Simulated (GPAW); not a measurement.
# In (I4/mmm) in GPAW: a series of runs

Aim: see how the results for In move with the level of theory and the settings. Levels: RPBE, PBE. Tasks: optical spectrum.

All numbers are computed with GPAW 26.7.0; they aren't measurements. Logs are shortened: lines on timing, memory, paths and dates and some standing lists are left out, and cuts for length are marked. The log counts tension as positive stress, the text compression.

### 1 The structure

It takes space group I4/mmm (No. 139, tetragonal). The conventional cell has a = 3.251 Å, b = 3.251 Å, c = 4.947 Å, α = 90.00°, β = 90.00°, γ = 90.00°. Around In (site symmetry 4/mmm) lie 12 In at 3.25 to 3.38 Å.

### 2 Optical spectrum, RPBE

Input file run.py:

```python
from ase.dft.bandgap import bandgap
from ase.io import read, write
from gpaw import GPAW, PW
from gpaw.response.df import DielectricFunction

atoms = read('In.xyz')

calc = GPAW(mode=PW(450),
            xc='RPBE',
            kpts={'size': (9, 9, 9), 'gamma': True},
            occupations={'name': 'fermi-dirac', 'width': 0.05},
            nbands=14,
            convergence={'density': 1e-06},
            maxiter=150,
            txt='gpaw.txt')
atoms.calc = calc
energy = atoms.get_potential_energy()
calc.write('gs.gpw')
write('result.traj', atoms)
print(f'Energy: {energy:.6f} eV')
print('Fermi level:', round(calc.get_fermi_level(), 4), 'eV')
print(f'Gap: {bandgap(calc)[0]:.4f} eV, direct: {bandgap(calc, direct=True)[0]:.4f} eV')

dense = calc.fixed_density(kpts={'size': (26, 26, 26), 'gamma': True},
                           nbands=23, convergence={'bands': 17, 'eigenstates': 1e-7},
                           update_fermi_level=True, txt='dense.txt')
dense.write('dense.gpw', mode='all')

df = DielectricFunction('dense.gpw', frequencies={'type': 'nonlinear', 'domega0': 0.05, 'omega2': 10},
                        eta=0.1, ecut=50, nbands=17, rate='eta', txt='df.txt')
for direction in ['x', 'z']:
    df.get_dielectric_function(xc='RPA', direction=direction, filename=f'df_{direction}.csv')
```

Input file In.xyz:

```xyz
1
Lattice="-1.6254700000 1.6254700000 2.4737000000 1.6254700000 -1.6254700000 2.4737000000 1.6254700000 1.6254700000 -2.4737000000" Properties=species:S:1:pos:R:3 pbc="T T T"
In     0.0000000000      0.0000000000      0.0000000000
```

Potentials or basis: the program's PAW data sets (release 1.2.1) made for this functional, pw.

Command:

```console
$ OMP_NUM_THREADS=1 python run.py
```

gpaw.txt:

```text
__  _  _
 | _ |_)|_||  |
 |__||  | ||/\| - 26.7.0

Input parameters:
  mode=PW(ecut=450.00000000000006),
  convergence={'density': 1e-06},
  kpts=MonkhorstPack(size=(9, 9, 9), gamma=True),
  maxiter=150,
  nbands=14,
  occupations=Occupations(name='fermi-dirac', width=0.05),
  xc=XC(name='RPBE')

Diagonalizing LCAO Hamiltonian
Converting LCAO to pw mode

       In

Atoms  # Å, Bohr magnetons
|   | symbol |        x |        y |        z |    initial magnetic moments |
|---|--------|----------|----------|----------|-----------------------------|
| 0 |     In | 0.000000 | 0.000000 | 0.000000 | ( 0.0000,  0.0000,  0.0000) |

Unit cell  # Å
| periodic |         x |         y |         z |  lengths |     angles |
|----------|-----------|-----------|-----------|----------|------------|
|      yes | -1.625470 |  1.625470 |  2.473700 | 3.376906 | 122.452932 |
|      yes |  1.625470 | -1.625470 |  2.473700 | 3.376906 | 122.452932 |
|      yes |  1.625470 |  1.625470 | -2.473700 | 3.376906 |  85.801437 |

Number of symmetries: 16
Symmetry operations  # r_c * U_cc + t_c -> r_c
|    | kind |            matrix            |
|----|------|------------------------------|
|  0 |  σ   |  1, 1, 1,  0, 0,-1,  0,-1, 0 |
|  1 |  C4  |  1, 1, 1,  0, 0,-1, -1, 0, 0 |
|  2 |  E   |  1, 0, 0,  0, 1, 0,  0, 0, 1 |
|  3 |  σ   |  1, 0, 0,  0, 1, 0, -1,-1,-1 |
|  4 |  σ   |  0, 1, 0,  1, 0, 0,  0, 0, 1 |
|  5 |  C2  |  0, 1, 0,  1, 0, 0, -1,-1,-1 |
|  6 |  C2  |  0, 0, 1, -1,-1,-1,  1, 0, 0 |
|  7 |  S4  |  0, 0, 1, -1,-1,-1,  0, 1, 0 |
|  8 |  C4  |  0, 0,-1,  1, 1, 1,  0,-1, 0 |
|  9 |  σ   |  0, 0,-1,  1, 1, 1, -1, 0, 0 |
| 10 |  σ   |  0,-1, 0, -1, 0, 0,  1, 1, 1 |
| 11 |  C2  |  0,-1, 0, -1, 0, 0,  0, 0,-1 |
| 12 |  C2  | -1, 0, 0,  0,-1, 0,  1, 1, 1 |
| 13 |  i   | -1, 0, 0,  0,-1, 0,  0, 0,-1 |
| 14 |  S4  | -1,-1,-1,  0, 0, 1,  1, 0, 0 |
| 15 |  C2  | -1,-1,-1,  0, 0, 1,  0, 1, 0 |

BZ-sampling:
  Number of BZ points: 729
  Number of IBZ points: 75

  Monkhorst-Pack size: [9, 9, 9]
  Monkhorst-Pack shift: [0, 0, 0]

K-points  # in reciprocal-cell coordinates
|     |                                coordinates |     weight |
|-----|--------------------------------------------|------------|
|   0 | (  0.00000000,   0.00000000,   0.00000000) | 0.00137174 |
|   1 | (  0.11111111,  -0.11111111,   0.00000000) | 0.00548697 |
|   2 | (  0.11111111,  -0.11111111,   0.11111111) | 0.00548697 |
|   3 | (  0.11111111,   0.00000000,   0.00000000) | 0.01097394 |
|   4 | (  0.11111111,   0.11111111,  -0.11111111) | 0.00274348 |
|   5 | (  0.22222222,  -0.22222222,   0.00000000) | 0.00548697 |
|   6 | (  0.22222222,  -0.22222222,   0.11111111) | 0.01097394 |
|   7 | (  0.22222222,  -0.22222222,   0.22222222) | 0.00548697 |
|   8 | (  0.22222222,  -0.11111111,   0.00000000) | 0.02194787 |
|   9 | (  0.22222222,  -0.11111111,   0.11111111) | 0.01097394 |
| ... |                                            |            |
|  74 | (  0.44444444,   0.44444444,   0.44444444) | 0.01097394 |

Plane wave coefficients: 584
Cutoff: 450.00000000000006 eV

Spin-components: 1 (collinear spins)
Bands:           14
Projectors:      6
Spin-degeneracy: 2
Datatype:        complex128

Parallelization:
  kpt:    1
  domain: 1
  band:   1

Density:
  Valence electrons: 13.0
  Components: 1
  Grid points: [18 18 18]
  Charge: 0.0  # |e|

Potential:
  Grid points: [18 18 18]

species:
  In:
    name:    Indium
    Z:       49.0
    valence: 13
    core:    36
    charge:  0.0  # [|e|]
    compensation charges:
      type: gauss
      rc: 0.36  # [Å]
      lmax: 2
    cutoffs:
      filter: 2.09  # [Å]
      core: 2.48  # [Å]
    projectors
    | kind |    occ | energy [eV] | rcut [Å] |
    |------|--------|-------------|----------|
    |   5s |  2.000 |      -8.122 |    1.185 |
    |   5p |  1.000 |      -2.465 |    1.244 |
    |   4d | 10.000 |     -18.638 |    1.148 |
    |    s |        |      19.089 |    1.185 |
    |    p |        |      24.746 |    1.244 |
    |    d |        |       8.573 |    1.148 |

    Using partial waves for In as LCAO basis

Reference energy: -159984.207113  # eV

eigensolver:
  PPCG
  Converge bands: occupied
  niter=2

density mixing:
  MSR1-Mixer
  Pratt-step length: 0.05
  Maximum mixing coefficient: 0.75
  Old densities: 10
  SVD Regularization: 0.005
  Good broyden scale: 1.0
  Trust region scale: 1.0
  Backstep threshold: 4.0
  History deletion threshold: 6.0
  Fourier metric: weight=20.0, sigma=0.015

occupation numbers:
  Fermi-Dirac:
    width: 0.0500  # eV

poisson solver:
  ecut: 3600.0000000000005  # eV

xc functional:
  name: RPBE with 2 nearest neighbor stencil

convergence criteria:
- Maximum integral of absolute [dens]ity change: 1e-06 electrons / valence electron
- Maximum [total energy] change in last 3 cyles: 0.0005 eV / valence electron
- Maximum integral of absolute [eigenst]ate change: 4e-08 eV^2 / valence electron
maximum number of iterations: 150

SCF iterations
|iter     | |      energy | eigst |  dens |
|---------|-|-------------|-------|-------|
|iter:   1| |   -2.361488 | -0.73 |       |
|iter:   2| |   -2.357644 | -2.56 | -1.55 |
|iter:   3| |   -2.329968 | -2.73 | -1.59 |
|iter:   4| |   -2.329815 | -3.69 | -2.05 |
|iter:   5| |   -2.329989c| -4.37 | -2.65 |
|iter:   6| |   -2.329996c| -6.03 | -3.73 |
|iter:   7| |   -2.329997c| -6.96 | -4.23 |
|iter:   8| |   -2.329997c| -8.09c| -5.21 |
|iter:   9| |   -2.329997c| -8.48c| -5.52 |
|iter:  10| |   -2.329997c| -9.23c| -6.61c|

Converged in 10 steps
Energy contributions relative to reference atoms: (reference = -159984.207113)

Energy contributions:
  Kinetic:          13.397167
  Coulomb:         -12.221308
  Zero:              0.246451
  External:          0.000000
  Xc:               -3.749758
  Entropy:          -0.005098
  Spinorbit:         0.000000
  ----------------------------
  Free energy:      -2.332546
  Extrapolated:     -2.329997

dipole moment: (-5.476773, -5.476773, -8.334754)  # |e|*Ang

Fermi level: 7.188
Eigenvalues  # (at kpt = [0.000, 0.000, 0.000])
| band index |      eig [eV] | occ [0-2] |
|------------|---------------|-----------|
|          0 |        -7.549 |     2.000 |
|          1 |        -7.444 |     2.000 |
|          2 |        -7.444 |     2.000 |
|          3 |        -7.362 |     2.000 |
|          4 |        -7.255 |     2.000 |
|          5 |        -2.420 |     2.000 |
|          6 |        17.688 |     0.000 |
|          7 |        17.688 |     0.000 |
|          8 |        17.863 |     0.000 |
|          9 |        18.715 |     0.000 |
|         10 |        21.032 |     0.000 |
|         11 |        21.165 |     0.000 |
|         12 |        21.165 |     0.000 |
|         13 |        22.498 |     0.000 |

No gap
No difference between direct/indirect transitions
# Writing to gs.gpw (mode='')
```

It took 6.9 min on 1 thread of Arm Neoverse V1, shared host; peak memory 0.71 GiB.

What came out:

| Item | Value |
| --- | --- |
| Free energy | -2.3325 eV |
| Band gap on the k mesh | none (metal or under the smearing width) |

Dielectric function (mean over the directions given):
```
energy (eV)  real part  imaginary part
       0.88    -128.44           59.56
       1.26     -62.63           43.97
       1.77     -46.17           21.35
       2.30     -29.62           10.70
       2.66     -22.04            7.08
       3.17     -16.04            3.89
       3.69     -11.67            2.39
       4.16      -9.10            1.86
       4.51      -7.48            1.33
       5.01      -5.94            1.02
       5.53      -4.68            0.73
       5.91      -3.91            0.56
       6.39      -3.23            0.45
       6.87      -2.61            0.36
       7.38      -2.08            0.27
       7.81      -1.74            0.22
       8.25      -1.42            0.18
       8.80      -1.10            0.15
       9.18      -0.90            0.13
       9.66      -0.69            0.10
      10.16      -0.50            0.09
      10.67      -0.32            0.07
      11.09      -0.19            0.07
      11.52      -0.07            0.06
      12.08       0.06            0.05
      12.42       0.15            0.05
      12.88       0.26            0.05
      13.48       0.39            0.05
      13.97       0.53            0.06
      14.35       0.67            0.17
      14.86       0.64            0.32
      15.39       0.61            0.33
      15.80       0.60            0.32
      16.36       0.64            0.34
      16.93       0.65            0.34
      17.51       0.67            0.36
      17.96       0.68            0.38
      18.58       0.64            0.40
      19.22       0.62            0.39
      19.87       0.61            0.36
```

Caveat: the intraband term hangs on this k mesh; the long-wavelength limit can be off by a per cent or two; independent-particle spectra lack excitons.

### 3 Optical spectrum, PBE

run.py: that of step 2 with these lines changed.

```diff
@@ -8,3 +8,3 @@
 calc = GPAW(mode=PW(450),
-            xc='RPBE',
+            xc='PBE',
             kpts={'size': (9, 9, 9), 'gamma': True},
```

In.xyz is that of step 2.

Potentials or basis: GPAW PAW data sets (gpaw-data 1.2.1), pw.

Command:

```console
$ OMP_NUM_THREADS=1 python run.py
```

gpaw.txt:

```text
__  _  _
 | _ |_)|_||  |
 |__||  | ||/\| - 26.7.0

Input parameters:
  mode=PW(ecut=450.00000000000006),
  convergence={'density': 1e-06},
  kpts=MonkhorstPack(size=(9, 9, 9), gamma=True),
  maxiter=150,
  nbands=14,
  occupations=Occupations(name='fermi-dirac', width=0.05),
  xc=XC(name='PBE')

Diagonalizing LCAO Hamiltonian
Converting LCAO to pw mode

       In

Atoms  # Å, Bohr magnetons
|   | symbol |        x |        y |        z |    initial magnetic moments |
|---|--------|----------|----------|----------|-----------------------------|
| 0 |     In | 0.000000 | 0.000000 | 0.000000 | ( 0.0000,  0.0000,  0.0000) |

Unit cell  # Å
| periodic |         x |         y |         z |  lengths |     angles |
|----------|-----------|-----------|-----------|----------|------------|
|      yes | -1.625470 |  1.625470 |  2.473700 | 3.376906 | 122.452932 |
|      yes |  1.625470 | -1.625470 |  2.473700 | 3.376906 | 122.452932 |
|      yes |  1.625470 |  1.625470 | -2.473700 | 3.376906 |  85.801437 |

Number of symmetries: 16
Symmetry operations  # r_c * U_cc + t_c -> r_c
|    | kind |            matrix            |
|----|------|------------------------------|
|  0 |  σ   |  1, 1, 1,  0, 0,-1,  0,-1, 0 |
|  1 |  C4  |  1, 1, 1,  0, 0,-1, -1, 0, 0 |
|  2 |  E   |  1, 0, 0,  0, 1, 0,  0, 0, 1 |
|  3 |  σ   |  1, 0, 0,  0, 1, 0, -1,-1,-1 |
|  4 |  σ   |  0, 1, 0,  1, 0, 0,  0, 0, 1 |
|  5 |  C2  |  0, 1, 0,  1, 0, 0, -1,-1,-1 |
|  6 |  C2  |  0, 0, 1, -1,-1,-1,  1, 0, 0 |
|  7 |  S4  |  0, 0, 1, -1,-1,-1,  0, 1, 0 |
|  8 |  C4  |  0, 0,-1,  1, 1, 1,  0,-1, 0 |
|  9 |  σ   |  0, 0,-1,  1, 1, 1, -1, 0, 0 |
| 10 |  σ   |  0,-1, 0, -1, 0, 0,  1, 1, 1 |
| 11 |  C2  |  0,-1, 0, -1, 0, 0,  0, 0,-1 |
[... 99 lines left out ...]

poisson solver:
  ecut: 3600.0000000000005  # eV

xc functional:
  name: PBE with 2 nearest neighbor stencil

convergence criteria:
- Maximum integral of absolute [dens]ity change: 1e-06 electrons / valence electron
- Maximum [total energy] change in last 3 cyles: 0.0005 eV / valence electron
- Maximum integral of absolute [eigenst]ate change: 4e-08 eV^2 / valence electron
maximum number of iterations: 150

SCF iterations
|iter     | |      energy | eigst |  dens |
|---------|-|-------------|-------|-------|
|iter:   1| |   -2.739835 | -0.73 |       |
|iter:   2| |   -2.735971 | -2.54 | -1.58 |
|iter:   3| |   -2.707829 | -2.78 | -1.61 |
|iter:   4| |   -2.707360 | -3.82 | -2.08 |
|iter:   5| |   -2.707489c| -4.48 | -2.67 |
|iter:   6| |   -2.707495c| -6.16 | -3.76 |
|iter:   7| |   -2.707496c| -7.08 | -4.25 |
|iter:   8| |   -2.707496c| -8.19c| -5.26 |
|iter:   9| |   -2.707496c| -8.67c| -5.58 |
|iter:  10| |   -2.707496c| -9.38c| -6.66c|

Converged in 10 steps
Energy contributions relative to reference atoms: (reference = -159975.419660)

Energy contributions:
  Kinetic:          12.160000
  Coulomb:         -11.120092
  Zero:              0.237590
  External:          0.000000
  Xc:               -3.982438
  Entropy:          -0.005114
  Spinorbit:         0.000000
  ----------------------------
  Free energy:      -2.710053
  Extrapolated:     -2.707496

dipole moment: (-5.491636, -5.491636, -8.357374)  # |e|*Ang

Fermi level: 7.044
Eigenvalues  # (at kpt = [0.000, 0.000, 0.000])
| band index |      eig [eV] | occ [0-2] |
|------------|---------------|-----------|
|          0 |        -7.622 |     2.000 |
|          1 |        -7.516 |     2.000 |
|          2 |        -7.516 |     2.000 |
|          3 |        -7.434 |     2.000 |
|          4 |        -7.326 |     2.000 |
|          5 |        -2.561 |     2.000 |
|          6 |        17.508 |     0.000 |
|          7 |        17.508 |     0.000 |
|          8 |        17.675 |     0.000 |
|          9 |        18.639 |     0.000 |
|         10 |        20.935 |     0.000 |
|         11 |        21.065 |     0.000 |
|         12 |        21.065 |     0.000 |
|         13 |        22.382 |     0.000 |

No gap
No difference between direct/indirect transitions
# Writing to gs.gpw (mode='')
```

It took 6.9 min on 1 thread of Arm Neoverse V1, shared host; peak memory 0.71 GiB.

What came out:

```yaml
Free_energy: -2.7101 eV
Band_gap_on_the_k_mesh: none (metal or under the smearing width)
```

Dielectric function (mean over the directions given):
```
energy (eV)  real part  imaginary part
       0.88    -131.48           59.78
       1.77     -46.70           22.46
       2.79     -20.81            6.40
       3.69     -11.83            2.54
       4.65      -7.10            1.28
       5.68      -4.45            0.67
       6.55      -3.06            0.41
       7.55      -2.00            0.27
       8.52      -1.29            0.17
       9.47      -0.81            0.12
      10.46      -0.42            0.08
      11.31      -0.15            0.06
      12.30       0.10            0.05
      13.36       0.36            0.05
      14.22       0.64            0.14
      15.26       0.59            0.33
      16.36       0.63            0.35
      17.36       0.65            0.36
      18.58       0.63            0.41
      19.87       0.60            0.36
```

Caveat: the intraband term hangs on this k mesh; the long-wavelength limit can be off by a per cent or two; independent-particle spectra lack excitons.
